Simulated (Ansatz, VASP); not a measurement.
# Two plane-wave programs on Mg

Contents of INCAR:

```
ALGO = Fast ; EDIFF = 1E-7
ENCUT = 520 ; GGA = PE
ISIF = 2 ; ISMEAR = 0
LASPH = T ; LCHARG = F
LREAL = F ; LWAVE = F
NBANDS = 9 ; NELM = 100
PREC = Accurate ; SIGMA = 0.1
```

File KPOINTS:

```
k-points
0
Gamma
  15 15 8
```

POSCAR

```
Mg
1.0
    3.2091110689      0.0000000000      0.0000000000
   -1.6045555344      2.7791717093      0.0000000000
    0.0000000000      0.0000000000      5.0537595835
Mg
2
Direct
    0.3333333333      0.6666666667      0.2500000000
    0.6666666667      0.3333333333      0.7500000000
```

Input for Ansatz:

```yaml
crystal:
  lattice:
    - [3.2091110689, 0.0, 0.0]
    - [-1.6045555344, 2.7791717093, 0.0]
    - [0.0, 0.0, 5.0537595835]
  atoms:
    - { symbol: Mg, position: [0.3333333333, 0.6666666667, 0.25] }
    - { symbol: Mg, position: [0.6666666667, 0.3333333333, 0.75] }
basis:
  ecutwfc: 420
kpoints:
  mp_grid: { grid: [15, 15, 8] }
hamiltonian:
  xc: pbe
scf:
  occupations: { method: gaussian, width: 0.1 }
output:
  forces: true
  stress: true
  eigenvalues: true
  populations: true
```

Alike in both runs: task single point; functional PBE; k mesh 15 × 15 × 8; occupations gaussian, width 0.1 eV; no spin polarisation.

|  | VASP | Ansatz |
| --- | --- | --- |
| version | VASP 6.6.1 | Ansatz 0.2.0 |
| potentials or method | VASP PAW PBE potentials, release 64 (Mg) | scalar-relativistic, plane waves, PAW |
| plane-wave cutoff (eV) | 520 | 420 |
| valence electrons in the cell | 4 | 20 |

Ansatz gave:

```
gap on the k mesh at the Fermi level (eV)       : none
pressure (GPa)                                  : 0.7
largest component of the traceless stress (GPa) : 0.56
```

Task: Estimate VASP's values.

Result: gap on the k mesh at the Fermi level (eV): none; pressure (GPa): 0.5; largest component of the traceless stress (GPa): 0.56.

A gap of «none» marks a metal or a gap that the smearing closes. The functional is the same, so the differences come from potentials, cutoffs and numerics. The two sets of potentials don't hold the same shells in valence.
